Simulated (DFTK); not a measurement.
**ZrS2: band structure with PBE**

**The experiment to reproduce.**

From “Stress-Tuned Optical Transitions in Layered 1T-MX2 (M= Hf, Zr, Sn; X= S, Se) Crystals”, 2022, arxiv:2210.12074, for a bulk crystal of ZrS2: band gap 1.68 eV (indirect).

Crystal: ZrS2.

```
Zr S
1.0
     3.69138    0.00000    0.00000
    -1.84569    3.19683    0.00000
     0.00000    0.00000    6.04108
Zr S
1 2
Cartesian
  0.0000 0.0000 0.0000
  0.0000 2.1312 1.4372
  1.8457 1.0656 4.6038
```

The cell is a database's computed one.

| Quantity | Value |
| --- | --- |
| Program | DFTK 0.8.2 |
| Task | band structure |
| Functional | PBE |
| Potentials or basis | SG15 1.2 (PBE) |
| Cutoff | 1225 eV |
| k mesh | 6 × 6 × 4 |
| Occupations | fermi-dirac, width 0.05 eV |
| Spin | no spin polarisation |
| Valence electrons | S 6, Zr 12 |
| SCF tolerance on the density | 1e-06 |

```json
{
 "Pressure": "0.6 GPa",
 "Largest force": "0.055 eV/Å",
 "Band gap on the k mesh": "1.07 eV, indirect (least direct gap 1.63 eV)",
 "Band gap along the path": "1.03 eV, indirect (least direct gap 1.63 eV)"
}
```

Forces in eV/Å, atoms in the order of the input:
```
Zr   0.000  0.000  0.000
S    0.000  0.000  0.055
S    0.000  0.000 -0.055
```

Stress tensor (GPa, compression positive):
```
0.34 0.00 0.00
0.00 0.34 0.00
0.00 0.00 1.25
```

Levels at the corners of the path, in eV from the valence-band top:
| point | band 8 | band 9 | band 10 | band 11 | band 12 | band 13 | band 14 | band 15 | band 16 | band 17 |
| --- | --- | --- | --- | --- | --- | --- | --- | --- | --- | --- |
| Γ | -2.77 | -2.77 | -0.09 | -0.09 | -0.05 | 1.58 | 1.58 | 2.43 | 5.01 | 5.01 |
| M | -2.56 | -2.45 | -2.35 | -1.65 | -1.17 | 1.19 | 3.23 | 3.49 | 5.68 | 5.94 |
| K | -3.26 | -3.26 | -1.98 | -1.98 | -1.42 | 2.19 | 3.18 | 3.18 | 5.00 | 5.00 |
| Γ | -2.77 | -2.77 | -0.09 | -0.09 | -0.05 | 1.58 | 1.58 | 2.43 | 5.01 | 5.01 |
| A | -2.75 | -2.75 | -1.57 | -0.19 | -0.19 | 1.56 | 1.56 | 2.74 | 5.29 | 5.29 |
| L | -3.06 | -2.56 | -2.20 | -0.98 | -0.79 | 1.03 | 3.22 | 3.49 | 5.30 | 5.91 |
| H | -3.39 | -3.04 | -1.85 | -1.75 | -1.75 | 2.29 | 2.93 | 2.93 | 5.51 | 5.51 |
| A | -2.75 | -2.75 | -1.57 | -0.19 | -0.19 | 1.56 | 1.56 | 2.74 | 5.29 | 5.29 |
| L | -3.06 | -2.56 | -2.20 | -0.98 | -0.79 | 1.03 | 3.22 | 3.49 | 5.30 | 5.91 |
| M | -2.56 | -2.45 | -2.35 | -1.65 | -1.17 | 1.19 | 3.23 | 3.49 | 5.68 | 5.94 |
| K | -3.26 | -3.26 | -1.98 | -1.98 | -1.42 | 2.19 | 3.18 | 3.18 | 5.00 | 5.00 |
| H | -3.39 | -3.04 | -1.85 | -1.75 | -1.75 | 2.29 | 2.93 | 2.93 | 5.51 | 5.51 |

Wall time 5.7 min on 1 thread of Intel(R) Xeon(R) Platinum 8259CL CPU @ 2.50GHz (Skylake/Cascade Lake), on a shared host, peak memory 2.2 GiB.

A measured gap of ZrS2 is 1.68 eV (indirect; quoted in “Stress-Tuned Optical Transitions in Layered 1T-MX2 (M= Hf, Zr, Sn; X= S, Se) Crystals”, 2022, arxiv:2210.12074); the calculated 1.03 eV misses it by -0.65 eV. Spin-orbit coupling on Zr is left out. The value is that of PBE, without temperature or zero-point motion. Semilocal functionals fall short of measured gaps as a rule. The cell is a database's relaxed one, not the measured one, which moves gaps too.

Caveat: this functional lacks dispersion, which binds the layers, so the pressure and a relaxed spacing across them are unreliable.
